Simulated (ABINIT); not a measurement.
# BP (F-43m) in ABINIT: further runs, part 2 of 2

ABINIT 10.8.3 (patched build). Earlier steps stand in the parts before.

## (4) Relaxation of cell and atoms, LDA

The input, run.abi:

```
# Pseudopotentials
pp_dirpath "./"
pseudos "P.upf, B.upf"

# Structure
acell 3.208850573 3.208850573 3.208850573 Angstrom
rprim
     0.0000000000     0.7071067812     0.7071067812
     0.7071067812     0.0000000000     0.7071067812
     0.7071067812     0.7071067812     0.0000000000
ntypat 2
znucl 15 5
natom 2
typat 1 2
chkprim 0
chksymtnons 0
tolsym 1.0e-6
xred
            3/4            3/4            3/4
            0.0            0.0            0.0

# Plane-wave basis
ecut 517.016339 eV
ecutsm 0.5

# k points
kptopt 1
ngkpt 8 8 8
nshiftk 1
shiftk 0.0 0.0 0.0

# Exchange and correlation
ixc 7

# Bands and occupations
nband 8
occopt 3
tsmear 0.00183747

# SCF cycle
nstep 80
tolvrs 1.0e-12

# Output
iomode 3
prteig 0
prtebands 0
prtwf 0
prtden 0

# Relaxation
ionmov 2
optcell 2
ntime 50
tolmxf 2.0e-5
dilatmx 1.08
```

Potentials or basis: PseudoDojo NC SR LDA v0.4 stringent.

Started as:

```bash
$ abinit run.abi > log 2>&1
```

run.abo:

```text
.Version 10.8.3 of ABINIT
 Symmetries : space group F-4 3 m (#216); Bravais cF (face-center cubic)
================================================================================
 Values of the parameters that define the memory need of the present run
     intxc =       0    ionmov =       2      iscf =       7    lmnmax =       6
     lnmax =       6     mgfft =      27  mpssoang =       3    mqgrid =    3001
     natom =       2  nloc_mem =       1    nspden =       1   nspinor =       1
    nsppol =       1      nsym =      24    n1xccc =    2501    ntypat =       2
    occopt =       3   xclevel =       1
       mpw =         817          nfft =       19683          nkpt =          29
================================================================================
================================================================================

--------------------------------------------------------------------------------
------------- Echo of variables that govern the present computation ------------
--------------------------------------------------------------------------------
 -outvars: echo values of preprocessed input variables --------
            acell      6.0638487619E+00  6.0638487619E+00  6.0638487619E+00 Bohr
              amu      3.09737620E+01  1.08110000E+01
          chkprim           0
      chksymtnons           0
          dilatmx      1.08000000E+00
             ecut      1.90000000E+01 Hartree
           ecutsm      5.00000000E-01 Hartree
           ionmov           2
              ixc           7
         kptrlatt        8    0    0      0    8    0      0    0    8
          kptrlen      4.85107901E+01
            natom           2
            nband           8
            ngfft          27      27      27
             nkpt          29
            nstep          80
             nsym          24
            ntime          50
           ntypat           2
           occopt           3
          optcell           2
           prtden           0
        prtebands           0
           prteig           0
            prtwf           0
            rprim      0.0000000000E+00  7.0710678120E-01  7.0710678120E-01
                       7.0710678120E-01  0.0000000000E+00  7.0710678120E-01
                       7.0710678120E-01  7.0710678120E-01  0.0000000000E+00
          spgroup         216
           tolmxf      2.00000000E-05
           tolsym      1.00000000E-06
           tolvrs      1.00000000E-12
           tsmear      1.83747000E-03 Hartree
            typat      1  2
           xangst      3.4035000000E+00  3.4035000000E+00  3.4035000000E+00
                       0.0000000000E+00  0.0000000000E+00  0.0000000000E+00
            xcart      6.4316828696E+00  6.4316828696E+00  6.4316828696E+00
                       0.0000000000E+00  0.0000000000E+00  0.0000000000E+00
             xred      7.5000000000E-01  7.5000000000E-01  7.5000000000E-01
                       0.0000000000E+00  0.0000000000E+00  0.0000000000E+00
            znucl       15.00000    5.00000

================================================================================

 chkinp: Checking input parameters for consistency.

================================================================================
== DATASET  1 ==================================================================

--- !DatasetInfo
iteration_state: {dtset: 1, }
dimensions: {natom: 2, nkpt: 29, mband: 8, nsppol: 1, nspinor: 1, nspden: 1, mpw: 817, }
cutoff_energies: {ecut:  19.0, pawecutdg:  -1.0, }
[... 17 lines left out ...]

--- Pseudopotential description ------------------------------------------------
- pspini: atom type   1  psp file is ./P.upf
  15.00000   5.00000  180309                  znucl, zion, pspdat
12 -1012 2 -1 1298                            pspcod,pspxc,lmax,lloc,mmax
     nproj     2     2     2

- pspini: atom type   2  psp file is ./B.upf
   5.00000   3.00000  180309                  znucl, zion, pspdat
12 -1012 1 -1 1498                            pspcod,pspxc,lmax,lloc,mmax
     nproj     2     2     0

   8.18025940E+01                                ecore*ucvol(ha*bohr**3)
--------------------------------------------------------------------------------

================================================================================

=== [ionmov= 2] Broyden-Fletcher-Goldfarb-Shanno method (forces)
================================================================================

--- Iteration: ( 1/50) Internal Cycle: (1/1)
--------------------------------------------------------------------------------

---SELF-CONSISTENT-FIELD CONVERGENCE--------------------------------------------
[... 375 lines left out ...]
 Difference of energy with previous step (new-old):
           Absolute (Ha)=-1.26036E-08
           Relative     =-1.26805E-09

 At Broyd/MD step   4, gradients are converged :
  max grad (force/stress) = 7.2404E-07 < tolmxf= 2.0000E-05 ha/bohr (free atoms)

================================================================================

 ----iterations are completed or convergence reached----

 Mean square residual over all n,k,spin=   29.036E-14; max=  54.321E-12
 reduced coordinates (array xred) for    2 atoms
       0.750000000000      0.750000000000      0.750000000000
       0.000000000000      0.000000000000      0.000000000000
 rms dE/dt=  0.0000E+00; max dE/dt=  0.0000E+00; dE/dt below (all hartree)
    1       0.000000000000      0.000000000000      0.000000000000
    2       0.000000000000      0.000000000000      0.000000000000

 cartesian coordinates (angstrom) at end:
    1      3.36918335496831     3.36918335496831     3.36918335496831
    2      0.00000000000000     0.00000000000000     0.00000000000000

 cartesian forces (hartree/bohr) at end:
    1     -0.00000000000000    -0.00000000000000    -0.00000000000000
    2     -0.00000000000000    -0.00000000000000    -0.00000000000000
 frms,max,avg= 0.0000000E+00 0.0000000E+00   0.000E+00  0.000E+00  0.000E+00 h/b

 cartesian forces (eV/Angstrom) at end:
    1     -0.00000000000000    -0.00000000000000    -0.00000000000000
    2     -0.00000000000000    -0.00000000000000    -0.00000000000000
 frms,max,avg= 0.0000000E+00 0.0000000E+00   0.000E+00  0.000E+00  0.000E+00 e/A
 length scales=  6.002708481241  6.002708481241  6.002708481241 bohr
              =  3.176496529812  3.176496529812  3.176496529812 angstroms
 Fermi (or HOMO) energy (hartree) =   0.30200   Average Vxc (hartree)=  -0.41081
 Eigenvalues (hartree) for nkpt=  29  k points:
 kpt#   1, nband=  8, wtk=  0.00195, kpt=  0.0000  0.0000  0.0000 (reduced coord)
  -0.29595    0.28125    0.28125    0.28125    0.40715    0.40715    0.40715    0.56611
      occupation numbers for kpt#   1
   2.00000    1.99998    1.99998    1.99998    0.00000    0.00000    0.00000    0.00000
 prteigrs : prtvol=0 or 1, do not print more k-points.

--- !EnergyTerms
iteration_state     : {dtset: 1, itime: 4, icycle: 1, }
comment             : Components of total free energy in Hartree
kinetic             :  4.69430285012027E+00
hartree             :  6.12386363424451E-01
xc                  : -3.33961337121799E+00
Ewald energy        : -1.05984816210992E+01
psp_core            :  5.34860241285419E-01
local_psp           : -2.93927612800609E+00
non_local_psp       :  1.09646634590401E+00
internal            : -9.93935531958908E+00
'-kT*entropy'       : -6.88264681079412E-09
total_energy        : -9.93935532647173E+00
total_energy_eV     : -2.70463636824671E+02
band_energy         :  3.09176642585553E-01
...

 Cartesian components of stress tensor (hartree/bohr^3)
  sigma(1 1)= -7.24038335E-09  sigma(3 2)=  0.00000000E+00
  sigma(2 2)= -7.24038335E-09  sigma(3 1)=  0.00000000E+00
  sigma(3 3)= -7.24038335E-09  sigma(2 1)=  0.00000000E+00

-Cartesian components of stress tensor (GPa)         [Pressure=  2.1302E-04 GPa]
- sigma(1 1)= -2.13019433E-04  sigma(3 2)=  0.00000000E+00
- sigma(2 2)= -2.13019433E-04  sigma(3 1)=  0.00000000E+00
- sigma(3 3)= -2.13019433E-04  sigma(2 1)=  0.00000000E+00

== END DATASET(S) ==============================================================
================================================================================

 -outvars: echo values of variables after computation  --------
            acell      6.0027084812E+00  6.0027084812E+00  6.0027084812E+00 Bohr
           etotal     -9.9393553265E+00
            fcart     -0.0000000000E+00 -0.0000000000E+00 -0.0000000000E+00
                      -0.0000000000E+00 -0.0000000000E+00 -0.0000000000E+00
            rprim      0.0000000000E+00  7.0710678119E-01  7.0710678119E-01
                       7.0710678119E-01  0.0000000000E+00  7.0710678119E-01
                       7.0710678119E-01  7.0710678119E-01  0.0000000000E+00
           strten     -7.2403833476E-09 -7.2403833480E-09 -7.2403833484E-09
                       0.0000000000E+00  0.0000000000E+00  0.0000000000E+00
           xangst      3.3691833550E+00  3.3691833550E+00  3.3691833550E+00
                       0.0000000000E+00  0.0000000000E+00  0.0000000000E+00
             xred      7.5000000000E-01  7.5000000000E-01  7.5000000000E-01
                       0.0000000000E+00  0.0000000000E+00  0.0000000000E+00
 Calculation completed.
```

Wall time 13 s (1 thread of Intel Xeon Platinum 8488C (Sapphire Rapids), shared host); peak memory 0.06 GiB.

What came out:

* Free energy: -270.4636 eV
* Relaxed volume: 11.33 Å³/atom
* Relaxed cell: a = 3.176 Å, b = 3.176 Å, c = 3.176 Å, α = 60.00°, β = 60.00°, γ = 60.00°
* Space group after relaxing (to 0.05 Å): F-43m (No. 216)
* Energy gained by relaxing: 5.4 meV/atom
* Ionic steps: 4
* Pressure after relaxing: 0.0 GPa
* Band gap on the k mesh: 1.17 eV, indirect (least direct gap 3.43 eV)

The path:
```tsv
step	energy change (eV)	largest force (eV/Å)	pressure (GPa)	volume (Å³)
1	0.0000	0.0000	-4.88	23.36
2	-0.0081	0.0000	-2.50	23.02
3	-0.0108	0.0000	-0.03	22.67
4	-0.0108	0.0000	0.00	22.66
```

Final structure:
```xyz
2
Lattice="0.0000 2.2461 2.2461 2.2461 0.0000 2.2461 2.2461 2.2461 0.0000" Properties=species:S:1:pos:R:3 pbc="T T T"
P     3.3692    3.3692    3.3692
B     0.0000    0.0000    0.0000
```

Caveat: the cutoff is short for stress, so the pressure is rough.

## (5) Single point, LDA (cell relaxed)

The input, run.abi:

```
pp_dirpath "./"
pseudos "P.upf, B.upf"

acell 3*1.0
rprim
     0.0000000000     4.2445558760     4.2445558760
     4.2445558760     0.0000000000     4.2445558760
     4.2445558760     4.2445558760     0.0000000000
ntypat 2
znucl 15 5
natom 2
typat 1 2
xcart
     3.3691833600     3.3691833600     3.3691833600
     0.0000000000     0.0000000000     0.0000000000 Angstrom
chkprim 0
chksymtnons 0
tolsym 1.0e-6

ecut 19.0

kptopt 1
ngkpt 8 8 8
nshiftk 1
shiftk 0.0 0.0 0.0

ixc 7

nband 8
occopt 3
tsmear 0.05 eV

nstep 100
tolvrs 1.0e-10

iomode 3
prtwf 0
prtden 0
prteig 0
prtebands 0
enunit 1
```

Potentials or basis: PseudoDojo NC SR LDA v0.4 stringent.

Started as:

```bash
$ abinit run.abi > log 2>&1
```

run.abo:

```text
.Version 10.8.3 of ABINIT
 Symmetries : space group F-4 3 m (#216); Bravais cF (face-center cubic)
================================================================================
 Values of the parameters that define the memory need of the present run
     intxc =       0    ionmov =       0      iscf =       7    lmnmax =       6
     lnmax =       6     mgfft =      24  mpssoang =       3    mqgrid =    3001
     natom =       2  nloc_mem =       1    nspden =       1   nspinor =       1
    nsppol =       1      nsym =      24    n1xccc =    2501    ntypat =       2
    occopt =       3   xclevel =       1
       mpw =         618          nfft =       13824          nkpt =          29
================================================================================
================================================================================

--------------------------------------------------------------------------------
------------- Echo of variables that govern the present computation ------------
--------------------------------------------------------------------------------
 -outvars: echo values of preprocessed input variables --------
            acell      1.0000000000E+00  1.0000000000E+00  1.0000000000E+00 Bohr
              amu      3.09737620E+01  1.08110000E+01
          chkprim           0
      chksymtnons           0
             ecut      1.90000000E+01 Hartree
           enunit           1
              ixc           7
         kptrlatt        8    0    0      0    8    0      0    0    8
          kptrlen      4.80216679E+01
            natom           2
            nband           8
            ngfft          24      24      24
[... 160 lines left out ...]
kinetic             :  4.69551812522684E+00
hartree             :  6.12496355645973E-01
xc                  : -3.33967734615294E+00
Ewald energy        : -1.05984816125383E+01
psp_core            :  5.34860239989332E-01
local_psp           : -2.93997132214672E+00
non_local_psp       :  1.09560890754314E+00
internal            : -9.93964665243269E+00
'-kT*entropy'       : -6.87590933280296E-09
total_energy        : -9.93964665930860E+00
total_energy_eV     : -2.70471564395021E+02
band_energy         :  3.09009710400271E-01
...

 Cartesian components of stress tensor (hartree/bohr^3)
  sigma(1 1)=  1.00385747E-04  sigma(3 2)=  0.00000000E+00
  sigma(2 2)=  1.00385747E-04  sigma(3 1)=  0.00000000E+00
  sigma(3 3)=  1.00385747E-04  sigma(2 1)=  0.00000000E+00

-Cartesian components of stress tensor (GPa)         [Pressure= -2.9535E+00 GPa]
- sigma(1 1)=  2.95345064E+00  sigma(3 2)=  0.00000000E+00
- sigma(2 2)=  2.95345064E+00  sigma(3 1)=  0.00000000E+00
- sigma(3 3)=  2.95345064E+00  sigma(2 1)=  0.00000000E+00

== END DATASET(S) ==============================================================
================================================================================

 -outvars: echo values of variables after computation  --------
            acell      1.0000000000E+00  1.0000000000E+00  1.0000000000E+00 Bohr
           etotal     -9.9396466593E+00
            fcart      2.5375047961E-28  2.5375047961E-28 -7.6125143883E-28
                      -2.5375047961E-28 -2.5375047961E-28  7.6125143883E-28
            rprim      0.0000000000E+00  4.2445558760E+00  4.2445558760E+00
                       4.2445558760E+00  0.0000000000E+00  4.2445558760E+00
                       4.2445558760E+00  4.2445558760E+00  0.0000000000E+00
           strten      1.0038574703E-04  1.0038574703E-04  1.0038574703E-04
                       0.0000000000E+00  0.0000000000E+00  0.0000000000E+00
           xangst      3.3691833600E+00  3.3691833600E+00  3.3691833600E+00
                       2.3102639174E-09  2.3102634810E-09  2.3102634810E-09
             xred      7.5000000051E-01  7.5000000051E-01  7.5000000051E-01
                       5.1427812009E-10  5.1427831438E-10  5.1427831438E-10
 Calculation completed.
```

Wall time 3.5 s (1 thread of Intel Xeon Platinum 8488C (Sapphire Rapids), shared host); peak memory 0.07 GiB.

Results:

```
Free energy                                           : -270.4716 eV
Pressure                                              : -3.0 GPa
Band gap on the k mesh                                : 1.17 eV, indirect (least direct gap 3.43 eV)
Valence electrons inside the program's atomic spheres : P 2.97; B 2.77
```

Caveat: the cutoff is short for stress, so the pressure is rough. A k mesh can miss the band edges.

## (6) Summary

```tsv
task	level	potentials or basis	cell	cutoff (eV)	cell freedom (optcell)	optimiser (ionmov)	cutoff smearing ecutsm (Ha)	force stop (Ha/bohr)	gap on the mesh (eV)	pressure (GPa)
single point	PBEsol	PseudoDojo NC SR PBEsol v0.4.1 standard	as given	925	-	-	-	-	1.17	-2.0
relaxation of cell and atoms	LDA	PseudoDojo NC SR LDA v0.4 stringent	relaxed	517	2	2	0.5	2e-05	1.17	0.0
single point	LDA	PseudoDojo NC SR LDA v0.4 stringent	cell relaxed	517	-	-	-	-	1.17	-3.0
```

Alike in all rows: no spin polarisation; k mesh 8 × 8 × 8; smearing fermi-dirac 0.05 eV.

Caveats: the cutoff is short for stress, so the pressure is rough (some runs).

Total energies depend on the potentials used, so only differences within one code and one set of settings carry meaning.
